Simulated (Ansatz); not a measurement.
## Vibrational response of ZrO₂ at 6 GPa

These are results of DFT PBEsol, scalar-relativistic, plane waves, PAW (Ansatz), not measurements. Cutoff 420 eV, 8×8×8 k-points (Γ-centred), fixed occupations. No spin polarisation. Phonons by linear response, acoustic sum rule imposed.

The cell, relaxed at 6 GPa:
```yaml
crystal:
  lattice:
    - [0.00000, 2.51316, 2.51316]
    - [2.51316, 0.00000, 2.51316]
    - [2.51316, 2.51316, 0.00000]
  atoms:
    - { symbol: Zr, position: [0.00000, 0.00000, 0.00000] }
    - { symbol: O, position: [0.25000, 0.25000, 0.25000] }
    - { symbol: O, position: [0.75000, 0.75000, 0.75000] }
```

Other phases may be more stable at this pressure.

Optical modes at Γ (transverse, no macroscopic field); i marks an imaginary frequency:
```json
{"frequency (cm⁻¹)": "271", "degeneracy": "3", "IR intensity of the level ((D/Å)²/amu)": "96.61"}
{"frequency (cm⁻¹)": "585", "degeneracy": "3", "IR intensity of the level ((D/Å)²/amu)": "0.00"}
```

All 6 optical modes at Γ are real: no displacement of atoms at fixed cell lowers the energy to second order. Strains and modes at other wave vectors aren't tested by this run.

- Electronic dielectric constant ε∞ (principal values): 5.82
- Static dielectric constant ε0 (principal values): 35.2
- Refractive index √ε∞, mean: 2.41
- Kohn–Sham gap on the mesh: 3.39 eV
- Cost: 54 s on 1 thread of Intel(R) Xeon(R) Processor @ 2.50GHz (Skylake/Cascade Lake) (shared host), peak memory 0.52 GiB

Born effective charges (e):
```tsv
atom	Z*xx	Z*yy	Z*zz	mean
Zr (atom 1)	5.75	5.75	5.75	5.75
O (atom 2)	-2.88	-2.88	-2.88	-2.88
```

This fluorite-type form isn't the usual stable structure of the compound at low pressure.